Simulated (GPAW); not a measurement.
# InAs (F-43m) in GPAW: settings compared, part 2 of 2

GPAW 26.7.0. The steps go on from the part before.

### 3 One-shot levels on a semilocal density, LDA

Contents of run.py:

```python
import numpy as np
from ase.dft.bandgap import bandgap
from ase.io import write
from ase.spacegroup import crystal
from ase.units import GPa
from gpaw import GPAW, PW
from gpaw.hybrids import NonSelfConsistentHybridXCCalculator
from gpaw.hybrids.energy import non_self_consistent_energy

# In 4a
# As 4c
atoms = crystal(['In', 'As'],
                basis=[[0.0, 0.0, 0.0],
                       [0.25, 0.25, 0.25]],
                spacegroup=216, setting=1,  # F-43m
                cellpar=[6.036, 6.036, 6.036, 90.0, 90.0, 90.0],
                primitive_cell=True)

calc = GPAW(mode=PW(500),
            xc='LDA',
            kpts={'size': (5, 5, 5), 'gamma': True},
            occupations={'name': 'fermi-dirac', 'width': 0.05},
            nbands=20,
            convergence={'density': 1e-05, 'energy': 1e-05, 'bands': 16, 'eigenstates': 1e-07},
            maxiter=150,
            txt='gpaw.txt')
atoms.calc = calc
energy = atoms.get_potential_energy()
forces = atoms.get_forces()
stress = atoms.get_stress()
calc.write('gs.gpw')
write('result.traj', atoms)
print(f'Energy: {energy:.6f} eV')
print('Forces (eV/A):')
print(forces.round(4))
print('Stress (GPa):', (stress / GPa).round(3))
print('Fermi level:', round(calc.get_fermi_level(), 4), 'eV')
print(f'Gap: {bandgap(calc)[0]:.4f} eV, direct: {bandgap(calc, direct=True)[0]:.4f} eV')

for xc in ['HSE06', 'HSE03', 'YS-PBE0']:
    e = non_self_consistent_energy(calc, xc).sum()
    print(f'{xc} energy on these orbitals: {e:.6f} eV')
    nsc = NonSelfConsistentHybridXCCalculator.from_dft_calculation(
        calc.dft, xc, log=f'levels-{xc}.txt')
    dft_skn, hyb_skn = nsc.calculate(calc.dft.ibzwfs, 0, 16)
    np.savetxt(f'levels-{xc}.dat', hyb_skn.reshape((-1, hyb_skn.shape[-1])), fmt='%.4f')
```

Potentials or basis: the program's PAW data sets (release 1.2.1) made for this functional, pw.

The run is started by

```sh
> OMP_NUM_THREADS=1 python run.py
```

gpaw.txt:

```text
__  _  _
 | _ |_)|_||  |
 |__||  | ||/\| - 26.7.0

Input parameters:
  mode=PW(ecut=500.0),
  convergence={'density': 1e-05, 'energy': 1e-05, 'bands': 16, 'eigenstates': 1e-07},
  kpts=MonkhorstPack(size=(5, 5, 5), gamma=True),
  maxiter=150,
  nbands=20,
  occupations=Occupations(name='fermi-dirac', width=0.05),
  xc=XC(name='LDA')

Diagonalizing LCAO Hamiltonian
Converting LCAO to pw mode

            As

       In

Atoms  # Å, Bohr magnetons
|   | symbol |        x |        y |        z |    initial magnetic moments |
|---|--------|----------|----------|----------|-----------------------------|
| 0 |     In | 0.000000 | 0.000000 | 0.000000 | ( 0.0000,  0.0000,  0.0000) |
| 1 |     As | 1.509000 | 1.509000 | 1.509000 | ( 0.0000,  0.0000,  0.0000) |

Unit cell  # Å
| periodic |        x |        y |        z |  lengths |    angles |
|----------|----------|----------|----------|----------|-----------|
|      yes | 0.000000 | 3.018000 | 3.018000 | 4.268097 | 60.000000 |
|      yes | 3.018000 | 0.000000 | 3.018000 | 4.268097 | 60.000000 |
|      yes | 3.018000 | 3.018000 | 0.000000 | 4.268097 | 60.000000 |

Number of symmetries: 24
Symmetry operations  # r_c * U_cc + t_c -> r_c
|    | kind |            matrix            |
|----|------|------------------------------|
|  0 |  E   |  1, 0, 0,  0, 1, 0,  0, 0, 1 |
|  1 |  σ   |  1, 0, 0,  0, 0, 1,  0, 1, 0 |
|  2 |  σ   |  1, 0,-1,  0, 1,-1,  0, 0,-1 |
|  3 |  C3  |  1, 0,-1,  0, 0,-1,  0, 1,-1 |
|  4 |  C3  |  1,-1, 0,  0,-1, 1,  0,-1, 0 |
|  5 |  σ   |  1,-1, 0,  0,-1, 0,  0,-1, 1 |
|  6 |  σ   |  0, 1, 0,  1, 0, 0,  0, 0, 1 |
|  7 |  C3  |  0, 1, 0,  0, 0, 1,  1, 0, 0 |
|  8 |  C2  |  0, 1,-1,  1, 0,-1,  0, 0,-1 |
|  9 |  S4  |  0, 1,-1,  0, 0,-1,  1, 0,-1 |
| 10 |  C3  |  0, 0, 1,  1, 0, 0,  0, 1, 0 |
| 11 |  σ   |  0, 0, 1,  0, 1, 0,  1, 0, 0 |
| 12 |  S4  |  0, 0,-1,  1, 0,-1,  0, 1,-1 |
| 13 |  C3  |  0, 0,-1,  0, 1,-1,  1, 0,-1 |
| 14 |  S4  |  0,-1, 1,  1,-1, 0,  0,-1, 0 |
| 15 |  C2  |  0,-1, 1,  0,-1, 0,  1,-1, 0 |
| 16 |  C3  |  0,-1, 0,  1,-1, 0,  0,-1, 1 |
| 17 |  S4  |  0,-1, 0,  0,-1, 1,  1,-1, 0 |
| 18 |  S4  | -1, 1, 0, -1, 0, 1, -1, 0, 0 |
| 19 |  C3  | -1, 1, 0, -1, 0, 0, -1, 0, 1 |
| 20 |  C3  | -1, 0, 1, -1, 1, 0, -1, 0, 0 |
| 21 |  S4  | -1, 0, 1, -1, 0, 0, -1, 1, 0 |
| 22 |  σ   | -1, 0, 0, -1, 1, 0, -1, 0, 1 |
| 23 |  C2  | -1, 0, 0, -1, 0, 1, -1, 1, 0 |

BZ-sampling:
  Number of BZ points: 125
  Number of IBZ points: 10

  Monkhorst-Pack size: [5, 5, 5]
  Monkhorst-Pack shift: [0, 0, 0]

K-points  # in reciprocal-cell coordinates
[... 65 lines left out ...]
    valence: 5
    core:    28
    charge:  0.0  # [|e|]
    compensation charges:
      type: gauss
      rc: 0.33  # [Å]
      lmax: 2
    cutoffs:
      filter: 1.87  # [Å]
      core: 2.96  # [Å]
    projectors
    | kind |    occ | energy [eV] | rcut [Å] |
    |------|--------|-------------|----------|
    |   4s |  2.000 |     -14.691 |    1.058 |
    |   4p |  3.000 |      -5.342 |    1.058 |
    |    s |        |      12.520 |    1.058 |
    |    p |        |      21.869 |    1.058 |
    |    d |        |       0.000 |    1.058 |

    Using partial waves for As as LCAO basis

Reference energy: -221254.198245  # eV

eigensolver:
  PPCG
  Converge bands: 16
  niter=2

density mixing:
  MSR1-Mixer
  Pratt-step length: 0.05
  Maximum mixing coefficient: 0.75
  Old densities: 10
  SVD Regularization: 0.005
  Good broyden scale: 1.0
  Trust region scale: 1.0
  Backstep threshold: 4.0
  History deletion threshold: 6.0
  Fourier metric: weight=20.0, sigma=0.015

occupation numbers:
  Fermi-Dirac:
    width: 0.0500  # eV

poisson solver:
  ecut: 4000.0  # eV

xc functional:
  name: None

convergence criteria:
- Maximum integral of absolute [dens]ity change: 1e-05 electrons / valence electron
- Maximum [total energy] change in last 3 cyles: 1e-05 eV / valence electron
- Maximum integral of absolute [eigenst]ate change: 1e-07 eV^2 / valence electron
maximum number of iterations: 150

SCF iterations
|iter     | |      energy | eigst |  dens |
|---------|-|-------------|-------|-------|
|iter:   1| |   -9.475030 | +2.17 |       |
|iter:   2| |   -9.425025 | +0.08 | -1.18 |
|iter:   3| |   -9.214601 | -1.39 | -1.22 |
|iter:   4| |   -9.211283 | -3.19 | -1.83 |
|iter:   5| |   -9.210873 | -4.04 | -2.38 |
|iter:   6| |   -9.210883 | -5.57 | -3.22 |
|iter:   7| |   -9.210884c| -6.55 | -3.70 |
|iter:   8| |   -9.210884c| -7.40c| -4.76 |
|iter:   9| |   -9.210884c| -8.26c| -5.37c|

Converged in 9 steps
Energy contributions relative to reference atoms: (reference = -221254.198245)

Energy contributions:
  Kinetic:          23.985181
  Coulomb:         -22.110074
  Zero:              0.138086
  External:          0.000000
  Xc:              -11.223308
  Entropy:          -0.001540
  Spinorbit:         0.000000
  ----------------------------
  Free energy:      -9.211654
  Extrapolated:     -9.210884

dipole moment: (-23.619664, -23.619664, -23.619664)  # |e|*Ang

Fermi level: 4.650
Eigenvalues  # (at kpt = [0.000, 0.000, 0.000])
| band index |      eig [eV] | occ [0-2] |
|------------|---------------|-----------|
|          0 |        -9.662 |     2.000 |
|        ... |               |           |
|          2 |        -9.662 |     2.000 |
|          3 |        -9.530 |     2.000 |
|          4 |        -9.530 |     2.000 |
|          5 |        -7.357 |     2.000 |
|          6 |         4.204 |     2.000 |
|          7 |         4.615 |     1.334 |
[... 8 lines left out ...]
|         16 |        14.976 |     0.000 |
|         17 |        14.976 |     0.000 |
|        ... |               |           |
|         19 |        17.342 |     0.000 |

No gap
No difference between direct/indirect transitions

Forces  # eV/Ang
|        x |        y |        z |
|----------|----------|----------|
| -0.00000 | -0.00000 | -0.00000 |  # In   0
|  0.00000 |  0.00000 |  0.00000 |  # As   1

Stress tensor  # eV/Ang^3
|         x |         y |         z |
|-----------|-----------|-----------|
|  0.004690 | -0.000000 | -0.000000 |
| -0.000000 |  0.004690 | -0.000000 |
| -0.000000 | -0.000000 |  0.004690 |

# Writing to gs.gpw (mode='')
```

levels-HSE06.txt:

```text
IBZ(<points: 10, symmetries: 24>)
Occupied bands: 10
Calculating eigenvalues:
  k-points: 10
  Bands: 0-15 (inclusive)
HSE06-eigenvalue shifts:
  min: -1.990 eV
  ave: -0.353 eV
  max: 1.215 eV
```

Wall time 8.2 min (1 thread of Arm Neoverse V2, shared host); peak memory 0.7 GiB.

What came out:

* Free energy: -9.2117 eV
* Pressure: -0.8 GPa
* Band gap on the k mesh: none (metal or under the smearing width)

Caveat: the k mesh is coarse (spacing up to 0.36 Å⁻¹), so the values aren't converged; the cutoff is short for stress and forces, so pressures can be off by a GPa or more; one-shot exact exchange on a metal's smeared states is rough; this crystal is a semiconductor, whose small gap the functional closes, so the metal is an error of the method.
